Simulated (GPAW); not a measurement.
Computed results, one entry a study.

### Quasiparticle gap of NaI (Fm-3m) in GPAW

The structure is cubic, space group Fm-3m (No. 225). The conventional cell has a = 6.473 Å, b = 6.473 Å, c = 6.473 Å, α = 90.00°, β = 90.00°, γ = 90.00°. Na has 6 I at 3.24 Å nearest. I has 6 Na at 3.24 Å nearest. Farther neighbours and most contacts between anions are not listed.

```
Na I
1.0
     0.00000    3.23640    3.23640
     3.23640    0.00000    3.23640
     3.23640    3.23640    0.00000
Na I
1 1
Direct
  0.00000 0.00000 0.00000
  0.50000 0.50000 0.50000
```

* method: DFT, LDA, plane waves, PAW (and 1 further level or step)
* program: GPAW 26.7.0
* settings of one run: cutoff 450 eV, GPAW PAW setups 1.2.1 data release, 4×4×4 k-mesh, nbands 445
* cost: 3 runs, 49 s in all on 4 MPI ranks of Arm Neoverse V2, shared host (the runs of this entry)
* notes: The cell and positions come from the Crystallography Open Database and are kept as given unless a step says otherwise. Limits: no spin-orbit coupling. Bands and cutoff are finite, so the gap is not at the basis limit. The miss can reach some tenths of an eV and take either sign; the mesh is an error of its own.
* LDA gap: 3.34 eV, direct
* G0W0 gap on the mesh: 5.46 eV
* GW settings: 4×4×4 mesh, 202 bands, screening to 120 eV, Godby-Needs plasmon pole
* known limits: not at the basis limit; no spin-orbit coupling

G0W0 moves the gap on the mesh from 3.34 eV to 5.46 eV (+2.12 eV), with Z of 0.81 and 0.84 at the edges. Only 1 of the mesh's irreducible points was corrected, so a valley elsewhere could overtake.

[Paths, hosts, dates, memory and timing lines, banners, echoed tables and standing remarks are left out of the program output.]

[Logs are printed without paths, hosts, clocks, repeated set-up lines and the standing remarks that a program may print on its own settings, such as how far it seeks lower states.]

[Runs of the session that timed out or met a known fault of the program may be left out.]

[Hosts, paths, dates, database ids (printed as entryN), source tags and the programs' standing remarks are cut or masked in the printed files.]
